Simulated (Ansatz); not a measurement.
La: all-electron results

```
La
1.0
     0.00000    3.33867    3.33867
     3.33867    0.00000    3.33867
     3.33867    3.33867    0.00000
La
2
Cartesian
  0.0000 0.0000 0.0000
  1.6693 1.6693 1.6693
```

Atoms are numbered in the order listed.

The conventional cell has a = 6.677 Å, b = 6.677 Å, c = 6.677 Å, α = 90.00°, β = 90.00°, γ = 90.00°. La (atom 1) is surrounded by 4 La at 2.89 Å.

The cell was built from the diamond type and relaxed in the same program, and has space group Fd-3m; it needn't be a known or the stable phase.

Spin–orbit coupling is left out, though it moves levels of the heavy atoms by tenths of an eV or more.

The calculation used Ansatz 0.2.0, DFT, PBE, all-electron LAPW, scalar-relativistic.

Numerical set-up: a Γ-centred 10×10×10 k mesh, Fermi–Dirac smearing of 0.03 eV, basis error target 1 meV/atom, no spin polarisation.

```yaml
Band_gap: none at this level of theory (metallic, semimetallic, or a small gap that the functional closes)
Density_of_states_at_the_Fermi_level_0.2_eV_bin: 1.01 states/eV per cell
Volume_per_atom: 251.1 bohr³
Pressure_at_this_cell: 0.04 GPa
```
